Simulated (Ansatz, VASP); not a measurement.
# Sb in VASP and in Ansatz

File INCAR:

```
SYSTEM = Sb
  PREC = Accurate
  ENCUT = 520
  EDIFF = 1E-7
  ISMEAR = 0
  SIGMA = 0.15
  LREAL = .False.
  LASPH = .True.
  NELM = 100
  ALGO = Normal
  ISIF = 2
  LWAVE = .False.
  LCHARG = .True.
  GGA = PS
  LELF = .True.
  LVHAR = .True.
  NBANDS = 8
```

Contents of KPOINTS:

```
regular mesh
0
Gamma
  16 16 16
  0 0 0
```

File POSCAR:

```
Sb
1.0
    3.0810000000      0.0000000000      0.0000000000
    0.0000000000      3.0810000000      0.0000000000
    0.0000000000      0.0000000000      3.0020000000
Sb
1
Direct
    0.0000000000      0.0000000000      0.0000000000
```

Input for Ansatz:

```yaml
crystal:
  lattice:
    - [3.081, 0.0, 0.0]
    - [0.0, 3.081, 0.0]
    - [0.0, 0.0, 3.002]
  atoms:
    - { symbol: Sb, position: [0.0, 0.0, 0.0] }
basis:
  ecutwfc: 420
kpoints:
  mp_grid: { grid: [16, 16, 16] }
hamiltonian:
  xc: pbesol
scf:
  occupations: { method: gaussian, width: 0.15 }
output:
  forces: true
  stress: true
  eigenvalues: true
```

Change from the starting cell: strain -0.025 along x and y, -0.050 along z, atoms carried along.

Alike in both runs: task single point; functional PBEsol; k mesh 16 × 16 × 16; occupations gaussian, width 0.15 eV; no spin polarisation.

|  | VASP | Ansatz |
| --- | --- | --- |
| version | VASP 6.6.1 | Ansatz 0.2.0 |
| potentials or method | VASP PAW PBE potentials, release 64 (Sb) | scalar-relativistic, plane waves, PAW |
| plane-wave cutoff (eV) | 520 | 420 |
| valence electrons in the cell | 5 | 15 |

```csv
,VASP,Ansatz,Ansatz less VASP
gap on the k mesh at the Fermi level (eV),none,none,-
pressure (GPa),0.6,0.5,-0.14
largest component of the traceless stress (GPa),2.30,2.25,-0.045
```

A gap of «none» marks a metal or a gap that the smearing closes. The two sets of potentials don't hold the same shells in valence.

Caveats: the PAW data sets were made with another functional, which shifts forces and pressure a little (VASP). Spin-orbit coupling is left out, which matters for the levels of Sb.
